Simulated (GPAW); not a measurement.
Here is a GPAW 26.7.0 calculation.

The input run.py:

```python
from ase.dft.bandgap import bandgap
from ase.io import read, write
from ase.units import GPa
from gpaw import GPAW, PW

atoms = read('SnTe.xyz')

calc = GPAW(mode=PW(450),
            xc='PBE',
            kpts={'size': (6, 6, 6), 'gamma': True},
            occupations={'name': 'fermi-dirac', 'width': 0.05},
            nbands=19,
            maxiter=120,
            txt='gpaw.txt')
atoms.calc = calc
energy = atoms.get_potential_energy()
forces = atoms.get_forces()
stress = atoms.get_stress()
calc.write('gs.gpw')
write('result.traj', atoms)
print(f'Energy: {energy:.6f} eV')
print('Forces (eV/A):')
print(forces.round(4))
print('Stress (GPa):', (stress / GPa).round(3))
print('Fermi level:', round(calc.get_fermi_level(), 4), 'eV')
print(f'Gap: {bandgap(calc)[0]:.4f} eV, direct: {bandgap(calc, direct=True)[0]:.4f} eV')
```

File SnTe.xyz:

```xyz
2
Lattice="0.0000000000 3.1508500000 3.1508500000 3.1508500000 0.0000000000 3.1508500000 3.1508500000 3.1508500000 0.0000000000" Properties=species:S:1:pos:R:3 pbc="T T T"
Te     3.1508500000      3.1508500000      3.1508500000
Sn     0.0000000000      0.0000000000      0.0000000000
```

Potentials or basis: GPAW PAW data sets (gpaw-data 1.2.1), pw.

Command:

```bash
$ OMP_NUM_THREADS=1 python run.py
```

Q: What does it give for the band gap on the k mesh?

A: 0.11 eV, direct.

Q: Estimate the pressure.

A: 1.2 GPa.

Caveat: the cutoff is short for stress and forces, so pressures can be off by a GPa or more; spin-orbit coupling is left out, which moves the levels of the heavy elements.

**Experimental background.**

From a printed reference work, textbook, for a bulk crystal of SnTe at 300 K: band gap 0.18 eV (direct).

Measured gap of SnTe: 0.18 eV (direct; 300 K; a printed reference work, textbook). This calculation gives 0.11 eV (-0.07 eV). Spin-orbit coupling on Sn, Te is left out. The value is that of PBE on a finite k mesh, which can miss the band edges, without temperature or zero-point motion. Semilocal functionals fall short of measured gaps as a rule.
